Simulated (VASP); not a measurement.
# Zn12Cu (a cell with a defect) in VASP: notebook

The runs below take Zn12Cu (a cell with a defect) through single point, with PBE.

Program: VASP 6.6.1. These are calculated values, not measurements. Logs are shortened: lines on timing, memory, paths and dates and some standing lists are left out, and cuts for length are marked.

## (1) The crystal as given

The cell holds a defect, 13 atoms: a = 5.320 Å, b = 7.980 Å, c = 4.937 Å, α = 90.00°, β = 90.00°, γ = 120.00°.

The cell was built by a generator and needn't be a form met in nature.

## (2) Single point, PBE

INCAR reads:

```
SYSTEM = Zn12Cu
  PREC = Accurate
  ENCUT = 520
  EDIFF = 1E-6
  ISMEAR = -1
  SIGMA = 0.15
  LREAL = .FALSE.
  LASPH = .TRUE.
  NELM = 100
  ALGO = Fast
  ISIF = 2
  LWAVE = .FALSE.
  LCHARG = .TRUE.
  GGA = PE
  LELF = .TRUE.
  LVHAR = .TRUE.
  NBANDS = 90
```

KPOINTS reads:

```
Automatic mesh
0
G
  2 2 2
  0 0 0
```

POSCAR reads:

```
Zn12Cu
1.0
    5.3200000000      0.0000000000      0.0000000000
   -3.9900000000      6.9108830000      0.0000000000
    0.0000000000      0.0000000000      4.9369600000
Zn Cu
12 1
Direct
   -0.1705842617      0.0193462977     -0.0246305419
    0.1149508281      0.1472026078      0.4017249481
    0.0865690236      0.4563526832      0.2324507389
    0.3929444041      0.6145524385      0.6425006482
   -0.0942817681      0.6051180435     -0.0794618551
    0.1554053796      0.7878588018      0.2908672543
    0.1928525956     -0.0655198475     -0.2195683173
    0.8704349057      0.3225347615      0.7303482305
    0.4016076706      0.3514167437     -0.0742764778
    0.5672113430      0.4204672543      0.4256262963
    0.6226034287      0.6944988072      0.1869166451
    0.6259460239      0.9335420669      0.5352281566
    0.5715446503      0.1557688070      0.2067466619
```

Potentials or basis: VASP PAW PBE potentials, release 64 (Zn, Cu).

Started as:

```sh
> cat potpaw_PBE.64/Zn/POTCAR potpaw_PBE.64/Cu/POTCAR > POTCAR
> mpirun -np 1 vasp_std > vasp.out
```

OUTCAR:

```text
SYSTEM = Zn12Cu
   PREC = Accurate
   ENCUT = 520
   EDIFF = 1E-6
   ISMEAR = -1
   LREAL = .FALSE.
   LASPH = .TRUE.
   NELM = 100
   ISIF = 2
   GGA = PE

 ion  position               nearest neighbor table
   1  0.829  0.019  0.975-  12 2.37  13 2.42  11 2.48   2 2.50   7 2.54   8 2.61   9 2.88  12 2.92

   2  0.115  0.147  0.402-  10 2.30  12 2.38   1 2.50  13 2.58   3 2.68   7 2.69   9 2.83   8 2.85
                             6 3.03   9 3.03
   3  0.087  0.456  0.232-   5 2.42   6 2.50   4 2.51  11 2.52  13 2.59   2 2.68   9 2.68   8 2.70
                             8 2.72  10 2.80  10 2.87
   4  0.393  0.615  0.643-  12 2.27  10 2.42  11 2.49   3 2.51   9 2.54   8 2.62   6 2.88  11 2.89
                             5 2.90
   5  0.906  0.605  0.921-   6 2.30   8 2.36  11 2.36   7 2.39   3 2.42   9 2.42   4 2.90  10 2.95
                            10 3.00
   6  0.155  0.788  0.291-   5 2.30  12 2.48   3 2.50  11 2.60   7 2.65  13 2.68   7 2.74   4 2.88
                            11 2.97   2 3.03
   7  0.193  0.934  0.780-   5 2.39   1 2.54  12 2.61   6 2.65   2 2.69   6 2.74  13 2.84   9 3.02

   8  0.870  0.323  0.730-   5 2.36  10 2.60   1 2.61   4 2.62   3 2.70   3 2.72  13 2.78   9 2.79
                             2 2.85  12 2.87   9 2.88
   9  0.402  0.351  0.926-   5 2.42   4 2.54  13 2.57  10 2.59  10 2.59   3 2.68  11 2.71   8 2.79
                             2 2.83   1 2.88   8 2.88   7 3.02   2 3.03
  10  0.567  0.420  0.426-   2 2.30  11 2.37  13 2.38   4 2.42   9 2.59   9 2.59   8 2.60   3 2.80
                             3 2.87   5 2.95   5 3.00
  11  0.623  0.694  0.187-   5 2.36  10 2.37   1 2.48   4 2.49   3 2.52  12 2.56   6 2.60   9 2.71
                             4 2.89   6 2.97
  12  0.626  0.934  0.535-   4 2.27   1 2.37   2 2.38   6 2.48  13 2.52  11 2.56   7 2.61   8 2.87
                             1 2.92
  13  0.572  0.156  0.207-  10 2.38   1 2.42  12 2.52   9 2.57   2 2.58   3 2.59   6 2.68   8 2.78
                             7 2.84

  LATTYP: Found a simple monoclinic cell.
 ALAT       =     5.3200000000
 B/A-ratio  =     0.9280000000
 C/A-ratio  =     1.3228757068
 COS(beta)  =    -0.1889822292

  Lattice vectors:

 A1 = (   5.3200000000,   0.0000000000,   0.0000000000)
 A2 = (   0.0000000000,   0.0000000000,   4.9369600000)
 A3 = (  -1.3300000000,  -6.9108830000,   0.0000000000)

Analysis of symmetry for initial positions (statically):
=====================================================================
 Subroutine PRICEL returns:
 Original cell was already a primitive cell.

 Routine SETGRP: Setting up the symmetry group for a
 simple monoclinic supercell.

 Subroutine GETGRP returns: Found  1 space group operations
 (whereof  1 operations were pure point group operations)
 out of a pool of  4 trial point group operations.

The static configuration has the point symmetry C_1 .

Analysis of symmetry for dynamics (positions and initial velocities):
=====================================================================
 Subroutine PRICEL returns:
 Original cell was already a primitive cell.

 Routine SETGRP: Setting up the symmetry group for a
 simple monoclinic supercell.

 Subroutine GETGRP returns: Found  1 space group operations
 (whereof  1 operations were pure point group operations)
 out of a pool of  4 trial point group operations.

The dynamic configuration has the point symmetry C_1 .

 Subroutine INISYM returns: Found  1 space group operations
 (whereof  1 operations are pure point group operations),
 and found     1 'primitive' translations

----------------------------------------------------------------------------------------

                                     Primitive cell

  volume of cell :     181.5118

  direct lattice vectors                    reciprocal lattice vectors
     5.320000000  0.000000000  0.000000000     0.187969925  0.108524482  0.000000000
    -3.990000000  6.910883000  0.000000000     0.000000000  0.144699310  0.000000000
     0.000000000  0.000000000  4.936960000     0.000000000  0.000000000  0.202553798

  length of vectors
     5.320000000  7.980000241  4.936960000     0.217048971  0.144699310  0.202553798

  position of ions in fractional coordinates (direct lattice)
     0.829415738  0.019346298  0.975369458
     0.114950828  0.147202608  0.401724948
[... 40 lines left out ...]
     0.000000000  0.072349655  0.000000000     0.000000000  0.500000000  0.000000000
     0.000000000  0.000000000  0.101276899     0.000000000  0.000000000  0.500000000

  Length of vectors
     0.108524486  0.072349655  0.101276899

  Shift w.r.t. Gamma in fractional coordinates (k-lattice)
     0.000000000  0.000000000  0.000000000

 Subroutine IBZKPT returns following result:
 ===========================================

 Found      8 irreducible k-points:

 Following reciprocal coordinates:
            Coordinates               Weight
  0.000000  0.000000  0.000000      1.000000
  0.500000  0.000000  0.000000      1.000000
  0.000000  0.500000  0.000000      1.000000
  0.500000  0.500000  0.000000      1.000000
  0.000000  0.000000  0.500000      1.000000
  0.500000  0.000000  0.500000      1.000000
  0.000000  0.500000  0.500000      1.000000
  0.500000  0.500000  0.500000      1.000000
   k-points           NKPTS =      8   k-points in BZ     NKDIM =      8   number of bands    NBANDS=     90
   number of dos      NEDOS =    301   number of ions     NIONS =     13
   total plane-waves  NPLWV =  96000
   dimension x,y,z NGX =    40 NGY =   60 NGZ =   40
   dimension x,y,z NGXF=    80 NGYF=  120 NGZF=   80
   ions per type =              12   1
   NGX,Y,Z   is equivalent  to a cutoff of  12.50, 12.50, 13.47 a.u.
   NGXF,Y,Z  is equivalent  to a cutoff of  25.00, 25.00, 26.94 a.u.
 SYSTEM =  Zn12Cu
   PREC   = accura    normal or accurate (medium, high low for compatibility)
   ISTART =      0    job   : 0-new  1-cont  2-samecut
   ICHARG =      2    charge: 1-file 2-atom 10-const
   ISPIN  =      1    spin polarized calculation?
   LNONCOLLINEAR =      F non collinear calculations
   LSORBIT =      F    spin-orbit coupling
   LASPH  =      T    aspherical Exc in radial PAW
   ENCUT  =  520.0 eV  38.22 Ry    6.18 a.u.   9.89 14.84  9.18*2*pi/ulx,y,z
   NELM   =    100;   NELMIN=  2; NELMDL= -5     # of ELM steps
   EDIFF  = 0.1E-05   stopping-criterion for ELM
   LREAL  =      F    real-space projection
   EDIFFG = 0.1E-04   stopping-criterion for IOM
   NSW    =      0    number of steps for IOM
   IBRION =     -1    ionic relax: 0-MD 1-quasi-New 2-CG
   NFREE  =      0    steps in history (QN), initial steepest desc. (CG)
   ISIF   =      2    stress and relaxation
   ISYM   =      2    0-nonsym 1-usesym 2-fastsym
   POTIM  = 0.5000    time-step for ionic-motion
   TEBEG  =    0.0;   TEEND  =   0.0 temperature during run
   PSTRESS=    0.0 pullay stress
   NELECT =     155.0000    total number of electrons
   NUPDOWN=      -1.0000    fix difference up-down
   EMIN   =  10.00;   EMAX   =-10.00  energy-range for DOS
   EFERMI =   0.00;   METHOD = LEGACY
   ISMEAR =    -1;   SIGMA  =   0.15  broadening in eV -4-tet -1-fermi 0-gaus
   EFERMI_NEDOS =   21; number of points for ismear=-14 and -15
   IALGO  =     68    algorithm
   IMIX   =      4    mixing-type and parameters
     AMIX     =   0.40;   BMIX     =  1.00
     AMIX_MAG =   1.60;   BMIX_MAG =  1.00
  volume/ion in A,a.u.               =      13.96        94.22
  Fermi-wavevector in a.u.,A,eV,Ry     =   1.553163  2.935053 32.821557  2.412316
  Thomas-Fermi vector in A             =   2.657434
   LORBIT       =      0    0 simple, 1 ext, 2 COOP (PROOUT), +10 PAW based schemes
   GGA     = PE    functional components
   LHFCALC =     F    Hartree Fock is set to
   AEXX    =    0.0000 exact exchange contribution
   IVDW    =     0    specifies the selected vdW correction
   LEPSILON=     F    determine dielectric tensor
   LRPA    =     F    only Hartree local field effects (RPA)
 non-spin polarized calculation
 RMM-DIIS sequential band-by-band and
  energy-cutoff  :      520.00
  volume of cell :      181.51
 maximum number of plane-waves:      4912
 NGX is ok and might be reduce to    40
   NGX = 19   NGY = 29   NGZ = 19

 number of electron     154.9999999 magnetization

 Free energy of the ion-electron system (eV)
  ---------------------------------------------------
  ext. energy  EPLUGINS =         0.00000000
  ---------------------------------------------------
  free energy    TOTEN  =       -14.86482964 eV

  energy without entropy =      -14.55417176  energy(sigma->0) =      -14.70950070

 E-fermi :   3.6628     XC(G=0): -11.9364

 val. band max:        3.6021144732   @ k =   0.5000   0.5000   0.0000
 cond. band min:       3.6838305150   @ k =   0.5000   0.0000   0.5000
 fundamental gap:      0.0817160418
 Fermi energy:         3.6627974587

 k-point     1 :       0.0000    0.0000    0.0000
  band No.  band energies     occupation
      1      -7.2202      2.00000
      2      -5.1835      2.00000
      3      -5.1450      2.00000
      4      -5.0080      2.00000
      5      -4.9850      2.00000
      6      -4.9632      2.00000
[... 725 lines left out ...]
     88       9.2889      0.00000
     89       9.6059      0.00000
 [bands above 89 left out]

------------------------ aborting loop because EDIFF is reached ----------------------------------------

  FORCE on cell =-STRESS in cart. coord.  units (eV):
  Direction    XX          YY          ZZ          XY          YZ          ZX
  --------------------------------------------------------------------------------------
  -------------------------------------------------------------------------------------
  Total       12.9560331     20.3574727     15.6145329     -0.4421077      1.5010436      0.5810061
  in kB      114.3609751    179.6923809    137.8271569     -3.9024189     13.2494882      5.1284540
  external PRESSURE =     143.9601710 kB  Pullay stress =       0.0000000 kB

 VOLUME and BASIS-vectors are now :
 -----------------------------------------------------------------------------
  energy-cutoff  :      520.00
  volume of cell :      181.51
      direct lattice vectors                 reciprocal lattice vectors
     5.320000000  0.000000000  0.000000000     0.187969925  0.108524482  0.000000000
    -3.990000000  6.910883000  0.000000000     0.000000000  0.144699310  0.000000000
     0.000000000  0.000000000  4.936960000     0.000000000  0.000000000  0.202553798

 POSITION                                       TOTAL-FORCE (eV/Angst)
 -----------------------------------------------------------------------------------
      4.33530      0.13370      4.81536         0.038199      0.078316      0.026030
      0.02420      1.01730      1.98330        -0.038725     -0.803402      0.132089
     -1.36030      3.15380      1.14760        -0.035775     -1.180788      0.110883
     -0.36160      4.24710      3.17200        -0.458191     -0.581507      1.676046
      2.40400      4.18190      4.54466         0.065365     -0.169144     -1.632716
     -2.31680      5.44480      1.43600        -0.009018      1.299447      0.979835
     -2.70260      6.45808      3.85296         0.364564      1.123961     -0.136642
      3.34380      2.22900      3.60570         0.249699     -1.369148     -0.385589
      0.73440      2.42860      4.57026        -0.437659     -1.145753     -0.169689
      1.33990      2.90580      2.10130         1.431423      0.675622      0.578955
      0.54120      4.79960      0.92280        -0.770283      1.113237     -0.364786
     -0.39480      6.45160      2.64240        -0.302301      1.247180     -0.555732
      2.41910      1.07650      1.02070        -0.097297     -0.288021     -0.258684
 -----------------------------------------------------------------------------------
    total drift:                                0.001390      0.001272     -0.001440

  FREE ENERGIE OF THE ION-ELECTRON SYSTEM (eV)
  ---------------------------------------------------
  free  energy   TOTEN  =       -14.8648296373 eV

  energy  without entropy=      -14.5541717636  energy(sigma->0) =      -14.70950070
```

Wall time 1.7 min (1 thread of Intel Xeon 6975P-C (Granite Rapids), shared host); peak memory 0.34 GiB.

What came out:

```
Free energy            : -14.8648 eV
Pressure               : 14.4 GPa
Largest force          : 1.832 eV/Å
Band gap on the k mesh : none (metal or under the smearing width)
```

Forces in eV/Å, atoms in the order of the input:
```
Zn   0.038  0.078  0.026
Zn  -0.039 -0.803  0.132
Zn  -0.036 -1.181  0.111
Zn  -0.458 -0.582  1.676
Zn   0.065 -0.169 -1.633
Zn  -0.009  1.299  0.980
Zn   0.365  1.124 -0.137
Zn   0.250 -1.369 -0.386
Zn  -0.438 -1.146 -0.170
Zn   1.431  0.676  0.579
Zn  -0.770  1.113 -0.365
Zn  -0.302  1.247 -0.556
Cu  -0.097 -0.288 -0.259
```

Stress tensor (GPa, compression positive):
```
11.44 -0.39  0.51
-0.39 17.97  1.32
 0.51  1.32 13.78
```

Caveat: the k mesh is coarse (spacing up to 0.68 Å⁻¹), so the values aren't converged.

## (3) Single point, PBE

INCAR reads:

```
ALGO     = Fast           # electronic algorithm
EDIFF    = 1E-6           # SCF threshold, eV
ENCUT    = 520            # plane-wave cutoff, eV
GGA      = PE             # functional
ISIF     = 2              # what is computed and relaxed
ISMEAR   = -1             # smearing method
LASPH    = T              # aspherical terms in the spheres
LCHARG   = F              # write CHGCAR
LREAL    = F              # projectors in reciprocal space
LWAVE    = F              # write WAVECAR
NBANDS   = 90             # bands
NELM     = 100            # most SCF steps
PREC     = Accurate       # precision mode
SIGMA    = 0.15           # smearing width, eV
```

KPOINTS reads:

```
k-points
0
Gamma
  2 2 2
```

POSCAR reads:

```
Zn12Cu
1.0
    5.3200000000      0.0000000000      0.0000000000
   -3.9900000000      6.9108830000      0.0000000000
    0.0000000000      0.0000000000      4.9369600000
Zn Cu
12 1
Direct
   -0.1691310136     -0.0130518777     -0.0285600856
    0.1777717299      0.1665778454      0.4349842818
    0.0773212353      0.4452253062      0.1894688229
    0.3621449655      0.5978975480      0.7678409386
   -0.0868880635      0.6220189229     -0.1221804511
    0.1372671796      0.8298650115      0.2647378144
    0.2586187604     -0.0085083194     -0.2278730231
    0.8250042610      0.2578252301      0.7129691146
    0.3339382523      0.3014665420     -0.0798061965
    0.7300720338      0.4998203558      0.4350653033
    0.5495497975      0.6752393290      0.2114459100
    0.6061421699      0.9052822917      0.4979785131
    0.5343606388      0.1636838592      0.1981786362
```

Potentials or basis: VASP PAW PBE potentials, release 64 (Zn, Cu).

Started as:

```sh
> cat potpaw_PBE.64/Zn/POTCAR potpaw_PBE.64/Cu/POTCAR > POTCAR
> mpirun -np 1 vasp_std > vasp.out
```

Run time: 86 s. Hardware: 1 thread of Intel Xeon 6975P-C (Granite Rapids), shared host; peak memory 0.34 GiB.

Results (log left out):

```
Free energy            : -15.0588 eV
Pressure               : 13.9 GPa
Largest force          : 2.453 eV/Å
Band gap on the k mesh : none (metal or under the smearing width)
```

Forces in eV/Å, atoms in the order of the input:
```
Zn  -0.746 -0.042  0.420
Zn  -1.828  0.599 -0.233
Zn  -0.819 -1.752  0.627
Zn   0.067  0.488 -1.917
Zn  -0.642 -0.052 -0.218
Zn  -0.225 -0.001  0.543
Zn   1.294 -1.141  0.016
Zn  -0.396  0.227 -0.219
Zn   0.087  0.843  0.030
Zn  -0.149 -0.913  0.366
Zn   1.166  0.178 -0.398
Zn  -0.257  1.696  0.946
Cu   2.449 -0.132  0.038
```

Stress tensor (GPa, compression positive):
```
12.62 -2.95  1.06
-2.95 13.12  0.53
 1.06  0.53 16.08
```

Levels at points of the mesh, in eV from the Fermi level:
```csv
k point,band 73,band 74,band 75,band 76,band 77,band 78,band 79,band 80,band 81,band 82
"(0.00, 0.00, 0.00)",-2.58,-2.12,-0.70,-0.62,-0.29,-0.03,0.49,1.53,1.86,2.25
"(0.50, 0.00, 0.00)",-1.73,-1.56,-1.41,-1.32,-1.06,-0.34,0.17,0.34,0.82,2.04
"(0.00, 0.50, 0.00)",-2.52,-2.28,-2.17,-2.01,-1.82,0.65,0.80,1.62,1.89,2.55
"(0.50, 0.50, 0.00)",-2.18,-1.87,-1.53,-0.19,0.19,0.63,0.87,1.74,2.03,2.30
"(0.00, 0.00, 0.50)",-2.62,-2.28,-1.89,-1.75,-1.27,-0.41,0.28,1.48,1.89,2.88
"(0.50, 0.00, 0.50)",-3.20,-1.74,-1.05,-0.36,0.29,1.26,1.41,1.98,2.40,2.91
"(0.00, 0.50, 0.50)",-2.23,-1.59,-1.42,-1.11,-0.76,-0.57,-0.55,-0.45,0.16,2.02
"(0.50, 0.50, 0.50)",-3.06,-2.69,-2.62,-2.32,-2.20,3.18,3.68,3.95,4.23,4.47
```

Caveat: the k mesh is coarse (spacing up to 0.68 Å⁻¹), so the values aren't converged.
